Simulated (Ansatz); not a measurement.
Space group P-3m1 (No. 164). a = 3.769 Å, b = 3.769 Å, c = 6.898 Å, α = 90.00°, β = 90.00°, γ = 120.00°
| atom | site | symmetry | x | y | z |
| --- | --- | --- | --- | --- | --- |
| Ti | 1a | -3m. | 0.0000 | 0.0000 | 0.0000 |
| Te | 2d | 3m. | 0.6667 | 0.3333 | 0.2509 |

Equation of state of this TiTe2 structure (not necessarily the ground state), with shape and atoms relaxed at each volume where symmetry leaves them free. It has no gap at any of these volumes. These are results of DFT PBE, scalar-relativistic, plane waves, PAW (Ansatz 0.2.0), not measurements.

Plane waves to 420 eV, a k mesh through Γ of 12×12×8 on the computed 3-atom cell and Gaussian smearing (0.10 eV); no spin polarisation.

```csv
V (Å³/atom),E − E(largest V) (meV/atom),P (GPa)
26.591,4.15,1.25
27.439,-0.29,0.46
28.288,-1.40,0.01
29.136,-1.06,-0.17
29.985,0.00,-0.26
```

Task: Fit a third-order Birch–Murnaghan equation to E(V).

Result: V0 = 28.38 Å³/atom, B0 = 10 GPa, B0' = 26.6. B0' is unusual or poorly fixed by this range.

Spin-orbit coupling is left out, which matters for the bands of heavy elements.